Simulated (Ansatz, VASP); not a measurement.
# GaN in two plane-wave programs, part 2 of 2

Wanted: the spread between two codes on one cell, functional and k mesh. The cell is taken from a series of VASP runs on this material, whose earlier steps may have relaxed, scaled or displaced it; both programs get it as it stands.

VASP 6.6.1 and Ansatz 0.2.0.

So far: The structure; VASP: relaxation of cell and atoms, PBE; Ansatz: relaxation of cell and atoms, PBE.

## 4. Side by side

Known differences besides the potentials themselves: both relaxations stop at a tolerance, which leaves soft axes loose, and VASP keeps its plane-wave basis; the cutoff is 420 eV in Ansatz and 520 eV in VASP; VASP leaves aspherical gradient terms in its spheres out (LASPH is not set), Ansatz keeps them; Ansatz adds a Pulay correction to the stress that steers its cell, VASP none. Total energies have different zeros and are not compared.

The two programs side by side:

```csv
quantity,Ansatz,VASP,difference
volume (Å³),47.03,47.04,-0.03 %
"edge a after relaxation, in the typed setting (Å)",3.218,3.219,-0.02 %
"edge c after relaxation, in the typed setting (Å)",5.243,5.242,+0.01 %
```

The walks stopped with 0.00 GPa left in Ansatz and 0.02 GPa in VASP; each walk ends within a tolerance, so the volume difference is uncertain by about these residues over the bulk modulus, most in soft cells.

## 5. Ansatz: relaxation of cell and atoms, r2SCAN with rVV10

The relaxed volume is the usual yardstick between codes: its relative difference is about their pressure difference at one cell divided by the bulk modulus. The cell compared in this pair holds 45.46 Å³, against 47.48 Å³ for the pair before.

The cell is taken from a series of VASP runs on this material, whose earlier steps may have relaxed, scaled or displaced it; both programs get it as it stands.

The input, input.yaml:

```yaml
crystal:
  lattice:
    - [3.182651011, 0.0, 0.0]
    - [-1.5913255055, 2.7562566269, 0.0]
    - [0.0, 0.0, 5.1822707073]
  atoms:
    - { symbol: Ga, position: [0.3333333333, 0.6666666667, 0.0916479392] }
    - { symbol: Ga, position: [0.6666666667, 0.3333333333, 0.5916479392] }
    - { symbol: "N", position: [0.3333333333, 0.6666666667, 0.4683520608] }
    - { symbol: "N", position: [0.6666666667, 0.3333333333, 0.9683520608] }
hamiltonian:
  xc: r2scan
  pseudopotentials: { kind: paw }
  dispersion: rvv10
kpoints:
  mp_grid: { grid: [8, 8, 4] }
scf:
  occupations: { method: gaussian, width: 0.03 }
relax:
  f_tol: 0.01
  max_steps: 60
  cell: { stress_tol: 0.05 }
output:
  forces: true
  stress: true
```

Command:

```bash
ansatz run input.yaml --threads 4 --pin off --max-ram 9216MiB --backend cpu --events-out ev --progress --plain --runs-dir out
```

Numbers of over 12 decimals in the logs are rounded to 6 here.

The log of the run:

```text
[...]
Crystal: 4 atoms, lattice volume = 45.460 Å³
Basis set: ecut = 500 eV, 1129 PW (Γ), exchange–correlation on 108×108×180 points (64 copies of the dense FFT grid, shifted against one another)
Bands: 22, of which v1, the nominal top of the filled ones, is band 18 counted from 1 (17 counted from 0)
Symmetry: 12 space group operations
[...]
--- Relaxed structure (3 steps of the walk, 3 accepted, 1 SCFs on fresh bases) ---
[...]
cell:  # Å, volume = 45.1983 Å³
    - [3.176277, 2.359042814534904e-19, 0]
    - [-1.588138, 2.750736, 0]
    - [0, 0, 5.173147]
  atoms:
    - { symbol: Ga, position: [0.333333, 0.666667, 0.091653] }
    - { symbol: Ga, position: [0.666667, 0.333333, 0.591653] }
    - { symbol: N, position: [0.333333, 0.666667, 0.468347] }
    - { symbol: N, position: [0.666667, 0.333333, 0.968347] }
[key lines of the parts left out:]
SCF converged after 6 iterations
Free energy (F): -8350.076787 eV
Fermi energy:    10.748276 eV
P = ⅓ Tr σ = 0.0048 GPa (0.048 kbar)
```

It took 6.3 s on 4 threads of Intel Xeon Platinum 8488C (Sapphire Rapids), shared host; peak memory 0.59 GiB.

## 6. VASP: relaxation of cell and atoms, r2SCAN with rVV10

The same cell, functional, mesh and smearing now go to VASP, with its own data sets and cutoff.

The input, INCAR:

```
SYSTEM = GaN
PREC = Accurate
ENCUT = 520
EDIFF = 1E-06
NELM = 100
ISMEAR = 0
SIGMA = 0.03
LREAL = .FALSE.
ALGO = Normal
METAGGA = R2SCAN
LUSE_VDW = .TRUE.
IVDW_NL = 2
BPARAM = 11.95
CPARAM = 0.0093
LASPH = .TRUE.
NBANDS = 24
LORBIT = 11
LWAVE = .FALSE.
LCHARG = .FALSE.
KPAR = 8
IBRION = 2
NSW = 50
ISIF = 3
EDIFFG = -0.006
```

The input, POSCAR:

```
GaN
1.0
    3.1826510110      0.0000000000      0.0000000000
   -1.5913255055      2.7562566269      0.0000000000
    0.0000000000      0.0000000000      5.1822707073
Ga N
2 2
Direct
    0.3333333333      0.6666666667      0.0916479392
    0.6666666667      0.3333333333      0.5916479392
    0.3333333333      0.6666666667      0.4683520608
    0.6666666667      0.3333333333      0.9683520608
```

The input, KPOINTS:

```
Automatic mesh
0
Gamma
8 8 4
0 0 0
```

The projector-augmented-wave data sets are Ga_d and N (PBE family, release 64).

Command:

```bash
mpirun -np 8 vasp_std
```

The log of the run:

```text
[banner, memory and clock lines left out]
running    8 mpi-ranks, on    1 nodes
[...]
[... a notice as in an earlier step ...]

|                                                                             |
|               ----> ADVICE to this user running VASP <----                  |
|                                                                             |
|     You have switched on vdW-DFT.                                           |
|     This routine was written and supplied by Jiri Klimes. We recommend      |
|     that you carefully read and cite the following publications:            |
|       J. Klimes, D.R. Bowler, A. Michelides                                 |
|          J. Phys.: Cond Matt. 22 022201 (2010)                              |
|       J. Klimes, D.R. Bowler, A. Michelides                                 |
|          Phys. Rev. B. 83, 195131 (2011)                                    |
|     and references therein.                                                 |
[...]
Total rVV10 correction in eV:      0.9891786    38.6842483
Total rVV10 correction in eV:      0.9891786    38.6842483
Total rVV10 correction in eV:      0.9891786    38.6842483
DAV:  14    -0.428314388076E+02    0.49663E-06   -0.29617E-06  1368   0.160E-02
Total rVV10 correction in eV:      0.9891885    38.6842483
Total rVV10 correction in eV:      0.9891885    38.6842483
Total rVV10 correction in eV:      0.9891885    38.6842483
Total rVV10 correction in eV:      0.9891885    38.6842483
Total rVV10 correction in eV:      0.9891885    38.6842483
Total rVV10 correction in eV:      0.9891885    38.6842483
Total rVV10 correction in eV:      0.9891885    38.6842483
Total rVV10 correction in eV:      0.9891885    38.6842483
Total rVV10 correction in eV:      0.9891791    38.6842483
Total rVV10 correction in eV:      0.9891791    38.6842483
Total rVV10 correction in eV:      0.9891791    38.6842483
Total rVV10 correction in eV:      0.9891791    38.6842483
Total rVV10 correction in eV:      0.9891791    38.6842483
Total rVV10 correction in eV:      0.9891791    38.6842483
Total rVV10 correction in eV:      0.9891791    38.6842483
Total rVV10 correction in eV:      0.9891791    38.6842483
   1 F= -.42831439E+02 E0= -.42831439E+02  d E =-.428314E+02
[...]
reached required accuracy - stopping structural energy minimisation
```

Parts of OUTCAR (step 6):

```text
  Total       -0.0144959     -0.0144959      0.0049822      0.0000000      0.0000000      0.0000000
  in kB       -0.5108888     -0.5108888      0.1755905      0.0000000      0.0000000      0.0000000
  external PRESSURE =      -0.2820624 kB  Pullay stress =       0.0000000 kB

 POSITION                                       TOTAL-FORCE (eV/Angst)
 -----------------------------------------------------------------------------------
     -0.00000      1.83750      0.47494         0.000000     -0.000000      0.000166
      1.59133      0.91875      3.06608        -0.000000      0.000000      0.000166
     -0.00000      1.83750      2.42713        -0.000000     -0.000000     -0.000166
      1.59133      0.91875      5.01826        -0.000000     -0.000000     -0.000166
 -----------------------------------------------------------------------------------
    total drift:                                0.000001      0.000003      0.006419

  FREE ENERGIE OF THE ION-ELECTRON SYSTEM (eV)
  ---------------------------------------------------
  free  energy   TOTEN  =       -42.8314388076 eV

  energy  without entropy=      -42.8314388076  energy(sigma->0) =      -42.83143881

[... 2 parts as in an earlier step ...]

[... 2 further parts left out ...]
[key lines of the parts left out:]
E-fermi :   5.2500
```

## 7. Differences

What differs besides the data sets and the points named for the pairs above, as far as they apply: VASP keeps PBE cores, Ansatz makes them for the functional; the cutoff is 500 eV in Ansatz and 520 eV in VASP. Total energies have different zeros and are not compared.

Compared:

```csv
quantity,Ansatz,VASP,difference
volume (Å³),45.20,45.46,-0.58 %
"edge a after relaxation, in the typed setting (Å)",3.176,3.183,-0.20 %
"edge c after relaxation, in the typed setting (Å)",5.173,5.182,-0.18 %
```

The walks stopped with 0.00 GPa left in Ansatz and -0.03 GPa in VASP; each walk ends within a tolerance, so the volume difference is uncertain by about these residues over the bulk modulus, most in soft cells.

## 8. Outcome

```
difference in volume (relaxation of cell and atoms, PBE)               : -0.027 %
difference in volume (relaxation of cell and atoms, r2SCAN with rVV10) : -0.58 %
```

What this shows: The difference in volume is -0.58 % (relaxation of cell and atoms, r2SCAN with rVV10), within the 1.2 % picked in this series as the mark of a large difference, as far as the stopping tolerances let one tell. How closely two codes agree says nothing of how well the functional describes the real material.

[Lines on the potential files, build, host, timing and source positions are cut from VASP's logs without a mark.]

[Logs are printed without paths, hosts, clocks, repeated set-up lines and the standing remarks that a program may print on its own settings, such as how far it seeks lower states.]

[Hosts, paths, dates, database ids (printed as entryN), source tags and the programs' standing remarks are cut or masked in the printed files.]
